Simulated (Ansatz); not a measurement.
**P: all-electron results**

```xyz
2
Lattice="0.0000 2.7402 2.7402 2.7402 0.0000 2.7402 2.7402 2.7402 0.0000" Properties=species:S:1:pos:R:3 pbc="T T T"
P     0.0000    0.0000    0.0000
P     1.3701    1.3701    1.3701
```

Atom numbers follow the list: P1, P2.

The conventional cell has a = 5.480 Å, b = 5.480 Å, c = 5.480 Å, α = 90.00°, β = 90.00°, γ = 90.00°. Around P (atom 1) lie 4 P at 2.37 Å.

The structure comes from a relaxation in the same program, started in the diamond type, and has space group Fd-3m. Whether it is a known phase or the ground state wasn't checked.

Theory: DFT, PBE, all-electron LAPW, scalar-relativistic (Ansatz 0.2.0).

The runs use a Γ-centred 11×11×11 k mesh, Fermi–Dirac smearing of 0.08 eV, basis error target 0.5 meV/atom, no spin polarisation.

- Band gap: none: bands cross the Fermi level, a metal
- Density of states at the Fermi level (0.2 eV bin): 1.04 states/eV per cell
- Volume per atom: 20.57 Å³
- Pressure at this cell: 0.03 GPa
